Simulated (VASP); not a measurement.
# Al2O3 (Pnnm) in VASP: notebook, part 2 of 3

VASP 6.6.1.

### Step 3. Band structure, PBE

INCAR

```
SYSTEM = Al2O3
PREC     = Accurate       ! precision mode
ENCUT    = 520            ! plane-wave cutoff, eV
EDIFF    = 1E-7           ! SCF threshold, eV
ISMEAR   = -1             ! smearing method
SIGMA    = 0.05           ! smearing width, eV
LREAL    = .False.        ! projectors in reciprocal space
LASPH    = .True.         ! aspherical terms in the spheres
NELM     = 100            ! most SCF steps
ALGO     = Normal         ! electronic algorithm
ISIF     = 2              ! what is computed and relaxed
LWAVE    = .False.        ! write WAVECAR
LCHARG   = .False.        ! write CHGCAR
GGA      = PE             ! functional
NBANDS   = 35             ! bands
```

KPOINTS

```
regular mesh
0
Gamma
  5 3 7
  0 0 0
```

POSCAR

```
Al2O3
1.0
    4.6137770000      0.0000000000      0.0000000000
    0.0000000000      9.5632790000      0.0000000000
    0.0000000000      0.0000000000      3.1198620000
Al O
4 6
Direct
    0.9829750000      0.8245730000      0.0000000000
    0.0170250000      0.1754270000      0.0000000000
    0.4829750000      0.6754270000      0.5000000000
    0.5170250000      0.3245730000      0.5000000000
    0.5000000000      0.5000000000      0.5000000000
    0.1236350000      0.7530500000      0.5000000000
    0.3763650000      0.2530500000      0.0000000000
    0.6236350000      0.7469500000      0.0000000000
    0.0000000000      0.0000000000      0.0000000000
    0.8763650000      0.2469500000      0.5000000000
```

KPOINTS_OPT

```
path GXSYGZURTZ,YT,UX,SR
15
line-mode
reciprocal
 0.0000000000  0.0000000000  0.0000000000  G
 0.0000000000  0.0000000000  0.5000000000  X

 0.0000000000  0.0000000000  0.5000000000  X
 0.5000000000  0.0000000000  0.5000000000  S

 0.5000000000  0.0000000000  0.5000000000  S
 0.5000000000  0.0000000000  0.0000000000  Y

 0.5000000000  0.0000000000  0.0000000000  Y
 0.0000000000  0.0000000000  0.0000000000  G

 0.0000000000  0.0000000000  0.0000000000  G
 0.0000000000  0.5000000000  0.0000000000  Z

 0.0000000000  0.5000000000  0.0000000000  Z
 0.0000000000  0.5000000000  0.5000000000  U

 0.0000000000  0.5000000000  0.5000000000  U
 0.5000000000  0.5000000000  0.5000000000  R

 0.5000000000  0.5000000000  0.5000000000  R
 0.5000000000  0.5000000000  0.0000000000  T

 0.5000000000  0.5000000000  0.0000000000  T
 0.0000000000  0.5000000000  0.0000000000  Z

 0.5000000000  0.0000000000  0.0000000000  Y
 0.5000000000  0.5000000000  0.0000000000  T

 0.0000000000  0.5000000000  0.5000000000  U
 0.0000000000  0.0000000000  0.5000000000  X

 0.5000000000  0.0000000000  0.5000000000  S
 0.5000000000  0.5000000000  0.5000000000  R
```

Potentials or basis: VASP PAW PBE potentials, release 64 (Al, O).

Run with:

```sh
cat potpaw_PBE.64/Al/POTCAR potpaw_PBE.64/O/POTCAR > POTCAR
mpirun -np 1 vasp_std > vasp.out
```

OUTCAR:

```text
SYSTEM = Al2O3
   PREC = Accurate
   ENCUT = 520
   EDIFF = 1E-7
   ISMEAR = -1
   LREAL = .False.
   LASPH = .True.
   NELM = 100
   ISIF = 2
   GGA = PE

 ion  position               nearest neighbor table
   1  0.983  0.825  0.000-   9 1.68   8 1.82   6 1.82   6 1.82   3 3.13   3 3.13   3 3.13   3 3.13
                             2 3.36
   2  0.017  0.175  0.000-   9 1.68   7 1.82  10 1.82  10 1.82   4 3.13   4 3.13   4 3.13   4 3.13
                             1 3.36
   3  0.483  0.675  0.500-   5 1.68   6 1.82   8 1.82   8 1.82   1 3.13   1 3.13   1 3.13   1 3.13
                             4 3.36
   4  0.517  0.325  0.500-   5 1.68  10 1.82   7 1.82   7 1.82   2 3.13   2 3.13   2 3.13   2 3.13
                             3 3.36
   5  0.500  0.500  0.500-   3 1.68   4 1.68
   6  0.124  0.753  0.500-   3 1.82   1 1.82   1 1.82
   7  0.376  0.253  0.000-   2 1.82   4 1.82   4 1.82
   8  0.624  0.747  0.000-   1 1.82   3 1.82   3 1.82
   9  0.000  0.000  0.000-   1 1.68   2 1.68
  10  0.876  0.247  0.500-   4 1.82   2 1.82   2 1.82

  LATTYP: Found a simple orthorhombic cell.
 ALAT       =     3.1198620000
 B/A-ratio  =     1.4788400897
 C/A-ratio  =     3.0652891057

  Lattice vectors:

 A1 = (   0.0000000000,   0.0000000000,   3.1198620000)
 A2 = (   4.6137770000,   0.0000000000,   0.0000000000)
 A3 = (   0.0000000000,   9.5632790000,   0.0000000000)

Analysis of symmetry for initial positions (statically):
=====================================================================
 Subroutine PRICEL returns:
 Original cell was already a primitive cell.

 Routine SETGRP: Setting up the symmetry group for a
 simple orthorhombic supercell.

 Subroutine GETGRP returns: Found  8 space group operations
 (whereof  4 operations were pure point group operations)
 out of a pool of  8 trial point group operations.

The static configuration has the point symmetry C_2h.
 The point group associated with its full space group is D_2h.

[... 154 lines left out ...]
   LHFCALC =     F    Hartree Fock is set to
   AEXX    =    0.0000 exact exchange contribution
   IVDW    =     0    specifies the selected vdW correction
   LEPSILON=     F    determine dielectric tensor
   LRPA    =     F    only Hartree local field effects (RPA)
 non-spin polarized calculation
  energy-cutoff  :      520.00
  volume of cell :      137.66
 maximum number of plane-waves:      3737
 NGX is ok and might be reduce to    36
   NGX = 17   NGY = 35   NGZ = 11

 number of electron      48.0000028 magnetization

 Free energy of the ion-electron system (eV)
  ---------------------------------------------------
  ext. energy  EPLUGINS =         0.00000000
  ---------------------------------------------------
  free energy    TOTEN  =       -73.85320927 eV

  energy without entropy =      -73.85320927  energy(sigma->0) =      -73.85320927

 E-fermi :   2.9814     XC(G=0):  -8.7576

 val. band max:        1.8683117928   @ k =   0.0000   0.0000   0.0000
 cond. band min:       5.3779677331   @ k =   0.0000   0.0000   0.0000
 fundamental gap:      3.5096559403
 Fermi energy:         2.9814066906

 k-point     1 :       0.0000    0.0000    0.0000
  band No.  band energies     occupation
      1     -17.0817      2.00000
      2     -17.0090      2.00000
      3     -15.7620      2.00000
      4     -15.7360      2.00000
      5     -14.4635      2.00000
      6     -14.3502      2.00000
[... 901 lines left out ...]
     34      12.2665      0.00000
     35      12.6997      0.00000

------------------------ aborting loop because EDIFF is reached ----------------------------------------

  FORCE on cell =-STRESS in cart. coord.  units (eV):
  Direction    XX          YY          ZZ          XY          YZ          ZX
  --------------------------------------------------------------------------------------
  -------------------------------------------------------------------------------------
  Total        0.9932108      1.5599032     -2.6862601      0.0000000      0.0000000      0.0000000
  in kB       11.5598765     18.1555502    -31.2651006      0.0000000      0.0000000      0.0000000
  external PRESSURE =      -0.5165580 kB  Pullay stress =       0.0000000 kB

 VOLUME and BASIS-vectors are now :
 -----------------------------------------------------------------------------
  energy-cutoff  :      520.00
  volume of cell :      137.66
      direct lattice vectors                 reciprocal lattice vectors
     4.613777000  0.000000000  0.000000000     0.216742162  0.000000000  0.000000000
     0.000000000  9.563279000  0.000000000     0.000000000  0.104566645  0.000000000
     0.000000000  0.000000000  3.119862000     0.000000000  0.000000000  0.320526998

 POSITION                                       TOTAL-FORCE (eV/Angst)
 -----------------------------------------------------------------------------------
      4.53523      7.88562      0.00000        -0.054301     -0.052993      0.000000
      0.07855      1.67766      0.00000         0.054301      0.052993     -0.000000
      2.22834      6.45930      1.55993        -0.054301      0.052993     -0.000000
      2.38544      3.10398      1.55993         0.054301     -0.052993      0.000000
      2.30689      4.78164      1.55993         0.000000      0.000000      0.000000
      0.57042      7.20163      1.55993         0.156906     -0.108180      0.000000
      1.73646      2.41999      0.00000        -0.156906     -0.108180     -0.000000
      2.87731      7.14329      0.00000         0.156906      0.108180      0.000000
      0.00000      0.00000      0.00000         0.000000      0.000000      0.000000
      4.04335      2.36165      1.55993        -0.156906      0.108180      0.000000
 -----------------------------------------------------------------------------------
    total drift:                                0.000000     -0.000000     -0.000000

  FREE ENERGIE OF THE ION-ELECTRON SYSTEM (eV)
  ---------------------------------------------------
  free  energy   TOTEN  =       -73.8532092712 eV

  energy  without entropy=      -73.8532092711  energy(sigma->0) =      -73.85320927
```

OSZICAR:

```text
N       E                     dE             d eps       ncg     rms          rms(c)
DAV:   1     0.245866315465E+03    0.24587E+03   -0.23016E+04  1680   0.123E+03
DAV:   2    -0.654154656115E+02   -0.31128E+03   -0.29545E+03  2219   0.270E+02
DAV:   3    -0.855467282809E+02   -0.20131E+02   -0.20015E+02  2101   0.729E+01
DAV:   4    -0.857725571713E+02   -0.22583E+00   -0.22562E+00  2021   0.873E+00
DAV:   5    -0.857760803087E+02   -0.35231E-02   -0.35223E-02  2068   0.109E+00    0.203E+01
DAV:   6    -0.739044891525E+02    0.11872E+02   -0.45187E+01  1875   0.345E+01    0.737E+00
DAV:   7    -0.738712453013E+02    0.33244E-01   -0.97852E-01  1870   0.516E+00    0.396E+00
DAV:   8    -0.738342353949E+02    0.37010E-01   -0.11134E-01  2071   0.244E+00    0.123E+00
DAV:   9    -0.738468337014E+02   -0.12598E-01   -0.38524E-02  1863   0.141E+00    0.281E-01
DAV:  10    -0.738509987703E+02   -0.41651E-02   -0.52229E-03  1896   0.371E-01    0.201E-01
[... 76 further cycles ...]
DAV:   1     0.218416479062E+05   -0.22018E+05      840
DAV:   2     0.186139078560E+05   -0.32277E+04     1128
DAV:   3     0.183846164843E+05   -0.22929E+03     1088
DAV:   4     0.183814885964E+05   -0.31279E+01      984
DAV:   5     0.183814231170E+05   -0.65479E-01     1023
DAV:   6     0.183814207930E+05   -0.23240E-02     1008
DAV:   7     0.183814206950E+05   -0.98059E-04     1069
DAV:   8     0.183814206904E+05   -0.45596E-05      976
DAV:   9     0.183814206902E+05   -0.22594E-06      957
DAV:  10     0.183814206902E+05   -0.12660E-07      624
```

Run time: 5.9 min. Hardware: 1 thread of AMD EPYC 9R45 (Zen 5), shared host; peak memory 0.29 GiB.

What came out:

```
Free energy             : -73.8532 eV
Pressure                : -0.1 GPa
Largest force           : 0.191 eV/Å
Band gap on the k mesh  : 3.51 eV, direct
Band gap along the path : 3.51 eV, direct
```

Forces on the atoms (eV/Å):
```
Al  -0.054 -0.053  0.000
Al   0.054  0.053  0.000
Al  -0.054  0.053  0.000
Al   0.054 -0.053  0.000
O    0.000  0.000  0.000
O    0.157 -0.108  0.000
O   -0.157 -0.108  0.000
O    0.157  0.108  0.000
O    0.000  0.000  0.000
O   -0.157  0.108  0.000
```

Stress tensor (GPa, compression positive):
```
 1.16  0.00  0.00
 0.00  1.82  0.00
 0.00  0.00 -3.13
```

Levels at the corners of the path, in eV from the valence-band top:
```csv
point,band 22,band 23,band 24,band 25,band 26,band 27
Γ,-0.53,-0.06,0.00,3.51,5.05,6.14
X,-1.07,-0.71,-0.71,7.72,7.72,8.04
X,-1.07,-0.71,-0.71,7.72,7.72,8.04
S,-1.22,-0.56,-0.56,6.93,6.93,8.07
S,-1.22,-0.56,-0.56,6.93,6.93,8.07
Y,-0.88,-0.02,-0.02,6.00,6.00,6.52
Y,-0.88,-0.02,-0.02,6.00,6.00,6.52
Γ,-0.53,-0.06,0.00,3.51,5.05,6.14
Γ,-0.53,-0.06,0.00,3.51,5.05,6.14
Z,-0.73,-0.03,-0.03,4.17,4.17,6.52
Z,-0.73,-0.03,-0.03,4.17,4.17,6.52
U,-1.14,-0.61,-0.61,7.64,7.64,8.08
U,-1.14,-0.61,-0.61,7.64,7.64,8.08
R,-1.05,-0.72,-0.72,7.14,7.14,8.06
R,-1.05,-0.72,-0.72,7.14,7.14,8.06
T,-0.81,-0.02,-0.02,5.98,5.98,6.48
T,-0.81,-0.02,-0.02,5.98,5.98,6.48
Z,-0.73,-0.03,-0.03,4.17,4.17,6.52
Y,-0.88,-0.02,-0.02,6.00,6.00,6.52
T,-0.81,-0.02,-0.02,5.98,5.98,6.48
U,-1.14,-0.61,-0.61,7.64,7.64,8.08
X,-1.07,-0.71,-0.71,7.72,7.72,8.04
S,-1.22,-0.56,-0.56,6.93,6.93,8.07
R,-1.05,-0.72,-0.72,7.14,7.14,8.06
```

### Step 4. Band structure, PBEsol

INCAR: that of step 3 with these lines changed.

```diff
@@ -13,3 +13,3 @@
 LCHARG   = .False.        ! write CHGCAR
-GGA      = PE             ! functional
+GGA      = PS             ! functional
 NBANDS   = 35             ! bands
```

KPOINTS is that of step 3.

POSCAR is that of step 3.

KPOINTS_OPT is that of step 3.

Potentials or basis: VASP PAW PBE potentials, release 64 (Al, O).

Run with:

```sh
cat potpaw_PBE.64/Al/POTCAR potpaw_PBE.64/O/POTCAR > POTCAR
mpirun -np 1 vasp_std > vasp.out
```

OUTCAR:

```text
SYSTEM = Al2O3
   PREC = Accurate
   ENCUT = 520
   EDIFF = 1E-7
   ISMEAR = -1
   LREAL = .False.
   LASPH = .True.
   NELM = 100
   ISIF = 2
   GGA = PS

 ion  position               nearest neighbor table
   1  0.983  0.825  0.000-   9 1.68   8 1.82   6 1.82   6 1.82   3 3.13   3 3.13   3 3.13   3 3.13
                             2 3.36
   2  0.017  0.175  0.000-   9 1.68   7 1.82  10 1.82  10 1.82   4 3.13   4 3.13   4 3.13   4 3.13
                             1 3.36
   3  0.483  0.675  0.500-   5 1.68   6 1.82   8 1.82   8 1.82   1 3.13   1 3.13   1 3.13   1 3.13
                             4 3.36
   4  0.517  0.325  0.500-   5 1.68  10 1.82   7 1.82   7 1.82   2 3.13   2 3.13   2 3.13   2 3.13
                             3 3.36
   5  0.500  0.500  0.500-   3 1.68   4 1.68
   6  0.124  0.753  0.500-   3 1.82   1 1.82   1 1.82
   7  0.376  0.253  0.000-   2 1.82   4 1.82   4 1.82
   8  0.624  0.747  0.000-   1 1.82   3 1.82   3 1.82
   9  0.000  0.000  0.000-   1 1.68   2 1.68
  10  0.876  0.247  0.500-   4 1.82   2 1.82   2 1.82

  LATTYP: Found a simple orthorhombic cell.
 ALAT       =     3.1198620000
 B/A-ratio  =     1.4788400897
 C/A-ratio  =     3.0652891057
[... 211 lines left out ...]
      4     -15.7411      2.00000
      5     -14.4777      2.00000
      6     -14.3607      2.00000
[... 901 lines left out ...]
     34      12.0547      0.00000
     35      12.4959      0.00000

------------------------ aborting loop because EDIFF is reached ----------------------------------------

  FORCE on cell =-STRESS in cart. coord.  units (eV):
  Direction    XX          YY          ZZ          XY          YZ          ZX
  --------------------------------------------------------------------------------------
  -------------------------------------------------------------------------------------
  Total       -0.9961918     -0.2952742     -4.9555231      0.0000000      0.0000000      0.0000000
  in kB      -11.5945722     -3.4366657    -57.6768161      0.0000000      0.0000000      0.0000000
  external PRESSURE =     -24.2360180 kB  Pullay stress =       0.0000000 kB

 VOLUME and BASIS-vectors are now :
 -----------------------------------------------------------------------------
  energy-cutoff  :      520.00
  volume of cell :      137.66
      direct lattice vectors                 reciprocal lattice vectors
     4.613777000  0.000000000  0.000000000     0.216742162  0.000000000  0.000000000
     0.000000000  9.563279000  0.000000000     0.000000000  0.104566645  0.000000000
     0.000000000  0.000000000  3.119862000     0.000000000  0.000000000  0.320526998

 POSITION                                       TOTAL-FORCE (eV/Angst)
 -----------------------------------------------------------------------------------
      4.53523      7.88562      0.00000        -0.050551     -0.076486     -0.000000
      0.07855      1.67766      0.00000         0.050551      0.076486      0.000000
      2.22834      6.45930      1.55993        -0.050551      0.076486     -0.000000
      2.38544      3.10398      1.55993         0.050551     -0.076486      0.000000
      2.30689      4.78164      1.55993         0.000000      0.000000      0.000000
      0.57042      7.20163      1.55993         0.156374     -0.071751      0.000000
      1.73646      2.41999      0.00000        -0.156374     -0.071751     -0.000000
      2.87731      7.14329      0.00000         0.156374      0.071751      0.000000
      0.00000      0.00000      0.00000         0.000000      0.000000      0.000000
      4.04335      2.36165      1.55993        -0.156374      0.071751      0.000000
 -----------------------------------------------------------------------------------
    total drift:                                0.000000     -0.000000     -0.000000

  FREE ENERGIE OF THE ION-ELECTRON SYSTEM (eV)
  ---------------------------------------------------
  free  energy   TOTEN  =       -76.7874678679 eV

  energy  without entropy=      -76.7874678678  energy(sigma->0) =      -76.78746787
```

Wall time 6.2 min (1 thread of AMD EPYC 9R45 (Zen 5), shared host); peak memory 0.28 GiB.

Results:

```yaml
Free_energy: -76.7875 eV
Pressure: -2.4 GPa
Largest_force: 0.172 eV/Å
Band_gap_on_the_k_mesh: 3.42 eV, direct
Band_gap_along_the_path: 3.42 eV, direct
```

Forces in eV/Å, atoms in the order of the input:
```
Al  -0.051 -0.076  0.000
Al   0.051  0.076  0.000
Al  -0.051  0.076  0.000
Al   0.051 -0.076  0.000
O    0.000  0.000  0.000
O    0.156 -0.072  0.000
O   -0.156 -0.072  0.000
O    0.156  0.072  0.000
O    0.000  0.000  0.000
O   -0.156  0.072  0.000
```

Levels at the corners of the path, in eV from the valence-band top:
| point | band 20 | band 21 | band 22 | band 23 | band 24 | band 25 | band 26 | band 27 | band 28 | band 29 |
| --- | --- | --- | --- | --- | --- | --- | --- | --- | --- | --- |
| Γ | -1.31 | -1.05 | -0.52 | -0.06 | 0.00 | 3.42 | 4.96 | 6.02 | 6.75 | 6.98 |
| X | -2.33 | -1.09 | -1.09 | -0.72 | -0.72 | 7.57 | 7.57 | 7.92 | 7.92 | 8.27 |
| X | -2.33 | -1.09 | -1.09 | -0.72 | -0.72 | 7.57 | 7.57 | 7.92 | 7.92 | 8.27 |
| S | -1.99 | -1.23 | -1.23 | -0.56 | -0.56 | 6.78 | 6.78 | 7.94 | 7.94 | 8.16 |
| S | -1.99 | -1.23 | -1.23 | -0.56 | -0.56 | 6.78 | 6.78 | 7.94 | 7.94 | 8.16 |
| Y | -2.28 | -0.89 | -0.89 | -0.02 | -0.02 | 5.91 | 5.91 | 6.41 | 6.41 | 7.85 |
| Y | -2.28 | -0.89 | -0.89 | -0.02 | -0.02 | 5.91 | 5.91 | 6.41 | 6.41 | 7.85 |
| Γ | -1.31 | -1.05 | -0.52 | -0.06 | 0.00 | 3.42 | 4.96 | 6.02 | 6.75 | 6.98 |
| Γ | -1.31 | -1.05 | -0.52 | -0.06 | 0.00 | 3.42 | 4.96 | 6.02 | 6.75 | 6.98 |
| Z | -1.52 | -0.74 | -0.74 | -0.03 | -0.03 | 4.08 | 4.08 | 6.39 | 6.39 | 7.73 |
| Z | -1.52 | -0.74 | -0.74 | -0.03 | -0.03 | 4.08 | 4.08 | 6.39 | 6.39 | 7.73 |
| U | -2.44 | -1.16 | -1.16 | -0.62 | -0.62 | 7.49 | 7.49 | 7.96 | 7.96 | 8.29 |
| U | -2.44 | -1.16 | -1.16 | -0.62 | -0.62 | 7.49 | 7.49 | 7.96 | 7.96 | 8.29 |
| R | -1.98 | -1.06 | -1.06 | -0.73 | -0.73 | 6.99 | 6.99 | 7.93 | 7.93 | 8.23 |
| R | -1.98 | -1.06 | -1.06 | -0.73 | -0.73 | 6.99 | 6.99 | 7.93 | 7.93 | 8.23 |
| T | -2.55 | -0.81 | -0.81 | -0.02 | -0.02 | 5.87 | 5.87 | 6.39 | 6.39 | 8.04 |
| T | -2.55 | -0.81 | -0.81 | -0.02 | -0.02 | 5.87 | 5.87 | 6.39 | 6.39 | 8.04 |
| Z | -1.52 | -0.74 | -0.74 | -0.03 | -0.03 | 4.08 | 4.08 | 6.39 | 6.39 | 7.73 |
| Y | -2.28 | -0.89 | -0.89 | -0.02 | -0.02 | 5.91 | 5.91 | 6.41 | 6.41 | 7.85 |
| T | -2.55 | -0.81 | -0.81 | -0.02 | -0.02 | 5.87 | 5.87 | 6.39 | 6.39 | 8.04 |
| U | -2.44 | -1.16 | -1.16 | -0.62 | -0.62 | 7.49 | 7.49 | 7.96 | 7.96 | 8.29 |
| X | -2.33 | -1.09 | -1.09 | -0.72 | -0.72 | 7.57 | 7.57 | 7.92 | 7.92 | 8.27 |
| S | -1.99 | -1.23 | -1.23 | -0.56 | -0.56 | 6.78 | 6.78 | 7.94 | 7.94 | 8.16 |
| R | -1.98 | -1.06 | -1.06 | -0.73 | -0.73 | 6.99 | 6.99 | 7.93 | 7.93 | 8.23 |

Caveat: the PAW data sets were made with another functional, which shifts forces and pressure a little.

(Part 2 of 3 ends here.)
